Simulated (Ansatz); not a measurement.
**YN in Ansatz: the effect of functional**

The system is YN.

```xyz
2
Lattice="0.0000 2.4385 2.4385 2.4385 0.0000 2.4385 2.4385 2.4385 0.0000" Properties=species:S:1:pos:R:3 pbc="T T T"
Y     0.0000    0.0000    0.0000
N     2.4385    2.4385    2.4385
```

Alike in all runs:

| Item | Value |
| --- | --- |
| Program | Ansatz 0.2.0 |
| Task | single point |
| Potentials or basis | all-electron PAW datasets made for the crystal |
| k mesh | 6 × 6 × 6 |
| Occupations | fermi-dirac, width 0.05 eV |
| Spin | no spin polarisation |

One run gave: gap on the mesh 1.73 eV; pressure 0.7 GPa. Which functional did it use?
A. HSE06
B. PBE
C. PBE0

C.

```csv
functional,cutoff,gap on the mesh (eV),pressure (GPa)
PBE,280 eV (chosen from the basis error),0.17,3.1
HSE06,310 eV (chosen from the basis error),1.07,0.6
PBE0,310 eV (chosen from the basis error),1.73,0.7
```

A k mesh can miss the band edges.
